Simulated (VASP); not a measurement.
Here is a VASP 6.6.1 calculation.

Contents of POSCAR:

```
Si
1.0
    0.0000000000      2.7218511865      2.7218511865
    2.7218511865      0.0000000000      2.7218511865
    2.7218511865      2.7218511865      0.0000000000
Si
2
Direct
    0.5000000000      0.5000000000      0.5000000000
    0.7500000000      0.7500000000      0.7500000000
```

INCAR.step1

```
  PREC = Accurate
  ENCUT = 450
  EDIFF = 1E-8
  ISMEAR = 0
  SIGMA = 0.01
  LREAL = False
  LASPH = True
  NELM = 100
  ALGO = Fast
  LWAVE = True
  LCHARG = False
  GGA = PE
```

INCAR.step2

```
  PREC = Accurate
  ENCUT = 450
  EDIFF = 1E-8
  ISMEAR = 0
  SIGMA = 0.01
  LREAL = False
  LASPH = True
  NELM = 1
  ALGO = Exact
  LWAVE = True
  LCHARG = False
  GGA = PE
  NBANDS = 34
  LOPTICS = True
  ISTART = 1
```

The input INCAR.step3:

```
  PREC = Accurate
  ENCUT = 450
  EDIFF = 1E-8
  ISMEAR = 0
  SIGMA = 0.01
  LREAL = False
  LASPH = True
  ALGO = EVGW0
  LWAVE = False
  LCHARG = False
  GGA = PE
  NELMGW = 1
  NBANDS = 34
  ENCUTGW = 170
  NOMEGA = 50
  PRECFOCK = Fast
  ISTART = 1
  NBANDSGW = 12
```

The input KPOINTS:

```
regular mesh
0
Gamma
  4 4 4
```

Potentials or basis: VASP PAW PBE potentials, release 64 (Si_GW).

The run is started by

```console
$ cat potpaw_PBE.64/Si_GW/POTCAR > POTCAR
$ cp INCAR.step1 INCAR
$ mpirun -np 1 vasp_std > vasp.out
$ cp INCAR.step2 INCAR
$ mpirun -np 1 vasp_std > vasp.out
$ cp INCAR.step3 INCAR
$ mpirun -np 1 vasp_std > vasp.out
```

(1) What does it give for the quasiparticle gap?

(2) Predict the least direct quasiparticle gap.

(3) What does it give for the band gap on the k mesh, mean-field level?

Answers

(1) 1.09 eV.

(2) 3.14 eV.

(3) 0.71 eV, indirect (least direct gap 2.54 eV).

Caveat: the k mesh is coarse (spacing up to 0.50 Å⁻¹), so the values aren't converged; bands, screening cutoff and mesh are small and nothing is extrapolated, so the quasiparticle values aren't converged.
